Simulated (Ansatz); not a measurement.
## TaN: enthalpy against pressure

TaN, P-62m, a = 5.179 Å, c = 2.896 Å. Ansatz: PBEsol, PAW, 420 eV, Γ-centred 12×12×12 mesh on 6 atoms, Gaussian smearing 0.10 eV; no spin polarisation. Cell and atoms are relaxed at each pressure, and no other structure is tried, so the rows at high pressure may lie past a change of phase. y is the enthalpy over the state at zero pressure; there V0 = 11.211 Å³/atom. The pressures are the targets, met within 0.06 GPa.

| P (GPa) | y (eV/atom) |
| --- | --- |
| -3.0 | -0.2109 |
| 0.0 | 0.0000 |
| 3.0 | 0.2090 |
| 8.0 | ? |
| 15.0 | 1.0273 |
| 30.0 | 2.0158 |
| 60.0 | 3.8998 |

Task: Fit y = c1 P + c2 P² + c3 P³ to the other rows, say what c1 and c2 mean, and predict the missing value.

Result: Least squares on the rows shown. y = 0.069939 P − 0.00010079 P² + 3.0696×10⁻⁷ P³. Since dH/dP = V, c1 is V0: 0.069939 eV/GPa × 160.2 = 11.204 Å³ against 11.211; c2 = −V0/(2B0) gives B0 = 347 GPa, where a Birch–Murnaghan fit to the volumes of the same runs (not shown) gives 328 GPa: a cubic over this range folds the higher terms into c2. At P = 8.0 the fit asked for gives 0.5532 eV/atom. The run gave 0.5532 eV/atom, the same to the digits shown.

Spin–orbit coupling is left out, which can shift energies with elements as heavy as these.